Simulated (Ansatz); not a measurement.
# SnO: the cost of one run

Program: Ansatz 0.2.0. Level of theory: DFT PBEsol+D3(BJ), scalar-relativistic, plane waves, PAW. These are calculated values, not measurements.

### Step 1. The structure to begin with

The structure is monoclinic, space group Cm (No. 8). Conventional cell: a = 5.720 Å, b = 5.000 Å, c = 44.976 Å, α = 90.00°, β = 90.00°, γ = 90.00°. Around Sn (site symmetry m) lie 2 O at 2.15 Å. O (site symmetry 1) is surrounded by 1 O at 1.80 Å and 2 Sn at 1.99 to 2.15 Å. Sn (site symmetry m) has 2 O at 1.99 Å as nearest neighbours. Only part of the 15 independent sites is listed.

Coordinates:

```
CELL_PARAMETERS angstrom
3.79863 0.00000 0.00000
0.50797 3.76451 0.00000
0.00000 0.00000 44.97552
ATOMIC_POSITIONS crystal
Sn 0.00000 0.00000 0.22234
O 0.07000 0.43000 0.25201
O 0.43000 0.07000 0.25201
Sn 0.44100 0.44100 0.28317
Sn 0.00000 0.00000 0.34597
O 0.93000 0.57000 0.37564
O 0.57000 0.93000 0.37564
Sn 0.55900 0.55900 0.40679
Sn 0.00000 0.00000 0.46959
O 0.07000 0.43000 0.49926
O 0.43000 0.07000 0.49926
Sn 0.44100 0.44100 0.53041
Sn 0.00000 0.00000 0.59321
O 0.93000 0.57000 0.62288
O 0.57000 0.93000 0.62288
Sn 0.55900 0.55900 0.65403
Sn 0.00000 0.00000 0.71683
O 0.07000 0.43000 0.74650
O 0.43000 0.07000 0.74650
Sn 0.44100 0.44100 0.77766
```

Slab cut from the bulk at the bulk's listed lattice constants, lower half held.

### Step 2. Relaxing the atoms

input.yaml

```yaml
crystal:
  lattice:
    - [3.79863133, 0.0, 0.0]
    - [0.50797243, 3.76451378, 0.0]
    - [0.0, 0.0, 44.9755199791]
  atoms:
    - { symbol: Sn, position: [0.0, 0.0, 0.222343177] }
    - { symbol: O, position: [0.07, 0.43, 0.2520126457] }
    - { symbol: O, position: [0.43, 0.07, 0.2520126457] }
    - { symbol: Sn, position: [0.441, 0.441, 0.2831655959] }
    - { symbol: Sn, position: [0.0, 0.0, 0.3459659838] }
    - { symbol: O, position: [0.93, 0.57, 0.3756354524] }
    - { symbol: O, position: [0.57, 0.93, 0.3756354524] }
    - { symbol: Sn, position: [0.559, 0.559, 0.4067884027] }
    - { symbol: Sn, position: [0.0, 0.0, 0.4695887906] }
    - { symbol: O, position: [0.07, 0.43, 0.4992582592] }
    - { symbol: O, position: [0.43, 0.07, 0.4992582592] }
    - { symbol: Sn, position: [0.441, 0.441, 0.5304112094] }
    - { symbol: Sn, position: [0.0, 0.0, 0.5932115973] }
    - { symbol: O, position: [0.93, 0.57, 0.622881066] }
    - { symbol: O, position: [0.57, 0.93, 0.622881066] }
    - { symbol: Sn, position: [0.559, 0.559, 0.6540340162] }
    - { symbol: Sn, position: [0.0, 0.0, 0.7168344041] }
    - { symbol: O, position: [0.07, 0.43, 0.7465038728] }
    - { symbol: O, position: [0.43, 0.07, 0.7465038728] }
    - { symbol: Sn, position: [0.441, 0.441, 0.777656823] }
basis:
  ecutwfc: 420.0
  fft_grid_basis: typed
kpoints:
  mp_grid: { grid: [7, 7, 1] }
hamiltonian:
  xc: pbesol
  dispersion: d3bj
  pseudopotentials: { kind: paw }
scf:
  occupations: { method: gaussian, width: 0.05 }
output:
  forces: true
  eigenvalues: true
efield:
  axis: 3
  dipole_correction: true
  ramp_width: 0.04
relax:
  adjacent_minimum: "off"
  f_tol: 0.04
  max_steps: 40
  constraints: [{ sites: [0, 1, 2, 3, 4, 5, 6, 7, 8] }]
```

Command:

```bash
ansatz run input.yaml --threads 4 --pin off --max-ram 8847MiB --backend cpu --events-out ev --progress --plain --runs-dir out
```

What time and memory should one allow on 4 threads of Arm Neoverse N1, shared host?

About 29 min, with a peak of 2.2 GiB.
